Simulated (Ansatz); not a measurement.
Crystal: Hf.

```
Hf
1.0
    -1.80500    1.80500    1.80500
     1.80500   -1.80500    1.80500
     1.80500    1.80500   -1.80500
Hf
1
Direct
  0.00000 0.00000 0.00000
```

This isn't the form of Hf at room conditions, which is hcp.

- Program: Ansatz 0.2.0
- Task: relaxation of cell and atoms
- Functional: PBEsol0
- Potentials or basis: Ansatz PAW
- Cutoff: 420 eV (not typed: the program's choice for these potentials)
- k mesh: 5 × 5 × 5
- Occupations: fermi-dirac, width 0.05 eV
- Spin: no spin polarisation

At the start: volume 23.52 Å³/atom.

**Question.** How do energy, volume and symmetry change on relaxing?

**Answer.** It ends after 7 steps and the volume is 21.53 Å³/atom (-8.5 %); space group Im-3m (No. 229, to 0.05 Å).

Step by step:
```csv
step,energy change (eV),largest force (eV/Å),volume (Å³)
1,0.0000,0.0000,23.52
2,-0.0314,0.0000,20.25
3,-0.0633,0.0000,21.70
4,-0.0639,0.0000,21.54
5,-0.0632,0.0000,21.54
6,-0.0632,0.0000,21.53
7,-0.0632,0.0000,21.53
```

Final structure:
```yaml
crystal:
  lattice:
    - [-1.75238, 1.75238, 1.75238]
    - [1.75238, -1.75238, 1.75238]
    - [1.75238, 1.75238, -1.75238]
  atoms:
    - { symbol: Hf, position: [0.00000, 0.00000, 0.00000] }
```

Caveat: the k mesh is coarse (spacing up to 0.49 Å⁻¹), so the values aren't converged, least of all with exact exchange; the plane-wave basis is chosen anew once the cell has moved, so the energies of steps on either side of that aren't comparable; the PAW data sets come from PBE, with cores solved anew for the run's functional, which leaves a small shift of forces and pressure.
